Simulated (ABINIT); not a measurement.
# AlRu in ABINIT: the effect of dispersion

The system is AlRu.

```
CELL_PARAMETERS angstrom
2.99160 0.00000 0.00000
0.00000 2.99160 0.00000
0.00000 0.00000 2.99160
ATOMIC_POSITIONS crystal
Ru 0.50000 0.50000 0.50000
Al 0.00000 0.00000 0.00000
```

Alike in all runs:

```yaml
Program: ABINIT 10.8.3 (patched build)
Task: equation of state
Functional: PBE
Potentials_or_basis: JTH PAW PBE v2.0
Cutoff: 408 eV
k_mesh: 9 × 9 × 9
Occupations: fermi-dirac, width 0.05 eV
Spin: no spin polarisation
```

```csv
dispersion,V0 of scaled cells (Å³/atom),B0 (GPa)
none,?,?
D3,13.15,220
D3(BJ),13.15,222
D4,13.21,219
```

What does the run with dispersion none give?

V0 of scaled cells 13.56 Å³/atom; B0 202 GPa.

Caveats: pressures at fixed basis lie under the slope of the energies.
